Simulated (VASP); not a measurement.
Wanted: an ASE script for a VASP 6.6.1 run.

- Task: density of states
- Functional: r2SCAN
- Dispersion: rVV10
- Potentials or basis: VASP PAW PBE potentials, release 64 (Pt, Al)
- Cutoff: 520 eV
- k mesh: 9 × 9 × 9
- Occupations: fermi-dirac, width 0.05 eV
- Spin: no spin polarisation
- Further INCAR settings: ALGO = Normal; EDIFF = 1.00e-06; NBANDS = 14

AlPt:

```
Pt Al
1.0
     3.09155    0.00000    0.00000
     0.00000    3.09155    0.00000
     0.00000    0.00000    3.09155
Pt Al
1 1
Direct
  0.50000 0.50000 0.50000
  0.00000 0.00000 0.00000
```

Measurements of this composition are mostly on another form, of space group No. 198.

One way to write it, as run:

run.py

```python
from ase import Atoms
from ase.calculators.vasp import Vasp
from ase.dft.dos import DOS

atoms = Atoms(
    ['Pt', 'Al'],
    cell=[[3.091546, 0.0, 0.0], [0.0, 3.091546, 0.0], [0.0, 0.0, 3.091546]],
    scaled_positions=[[0.5, 0.5, 0.5], [0.0, 0.0, 0.0]],
    pbc=True,
)
calc = Vasp(
    directory='calc',
    xc='r2scan+rvv10',
    pp='PBE',
    setups='materialsproject',
    prec='Accurate',
    encut=520,
    ediff=1e-06,
    ismear=-1,
    sigma=0.05,
    lreal=False,
    lasph=True,
    nelm=60,
    algo='Normal',
    isif=2,
    lwave=False,
    lcharg=False,
    lmaxmix=4,
    lmixtau=True,
    lorbit=10,
    kpts=[9, 9, 9],
    gamma=True,
    nbands=14,
)
atoms.calc = calc

print('energy (eV):', atoms.get_potential_energy())
print('free energy (eV):', atoms.get_potential_energy(force_consistent=True))
print('forces (eV/A):')
print(atoms.get_forces())
print('stress (eV/A^3, Voigt):', atoms.get_stress())
print('Fermi level (eV):', calc.get_fermi_level())
dos = DOS(calc, width=0.05, window=(-10, 10), npts=201)
print('E - E_F (eV), DOS (1/eV)')
for e, g in zip(dos.get_energies(), dos.get_dos()):
    print(f'{e:8.3f} {g:10.4f}')
```

Potentials or basis: VASP PAW PBE potentials, release 64 (Pt, Al).

Run with:

```sh
$ python run.py
```

Results of the run:

| Quantity | Value |
| --- | --- |
| Pressure | -6.0 GPa |
| Band gap on the k mesh | none (metal or under the smearing width) |
| Valence electrons inside the program's atomic spheres | Pt 9.48; Al 0.72 |

Caveat: the PAW data sets were made with another functional, which shifts forces and pressure a little.

Run time: 31 s on 1 thread of Intel(R) Xeon(R) 6975P-C (Granite Rapids), with other jobs on the host, peak memory 0.22 GiB.
